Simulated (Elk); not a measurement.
An Elk run on Ni with settings drawn from a wide range, so not all are converged; totals and levels move with the basis, and no second program has checked them. All numbers below come from DFT, LDA (Perdew-Zunger), all-electron APW+lo, Dirac cores, scalar-relativistic bands (Elk 11.2.3 with local patches). Elk's input is in atomic units.

Command: `OMP_NUM_THREADS=1 elk` The run took 0.03 s on 1 thread of Arm Neoverse N1, with other jobs on the host, peak memory 0.04 GiB.

```
tasks
  0
  110
  115
  15
  10
  21

xctype
  2

rgkmax
  6.5

gmaxvr
  12

lmaxapw
  8

lmaxo
  6

lmaxi
  4

nrmtscf
  2

nempty
  6

epspot
  1e-06

epsengy
  1e-05

maxscl
  60

swidth
  0.0005

stype
  3

lradstp
  2

mixtype
  3

hmaxvr
  4

reducebf
  0.5

spinpol
  .true.

tforce
  .true.

sppath
  './'

avec
  -2.59729346021 2.59729346021 2.59729346021
  2.59729346021 -2.59729346021 2.59729346021
  2.59729346021 2.59729346021 -2.59729346021

atoms
  1
  'Ni.in'
  1
  0.000000000000 0.000000000000 0.000000000000   0.000 0.000 -0.500

ngridk
  11 11 11

wplot
  120 100 1
  -0.55 0.3

plot1d
  8 30
  0.0000000000 0.0000000000 0.0000000000
  0.5000000000 -0.5000000000 0.5000000000
  0.0000000000 0.0000000000 0.5000000000
  0.0000000000 0.0000000000 0.0000000000
  0.2500000000 0.2500000000 0.2500000000
  0.5000000000 -0.5000000000 0.5000000000
  0.2500000000 0.2500000000 0.2500000000
  0.0000000000 0.0000000000 0.5000000000
```

Muffin-tin radii in the species files: Ni 2.08 bohr.

Structure from Materials Project entry mp-1008728 (possibly hypothetical), not relaxed further. The listed cell was then made from it by scaling, straining or moving an atom.

What does the run give?

It refused before any iteration.
```
Error(init0): requested spin-polarised run with spin-unpolarised
 exchange-correlation functional
```
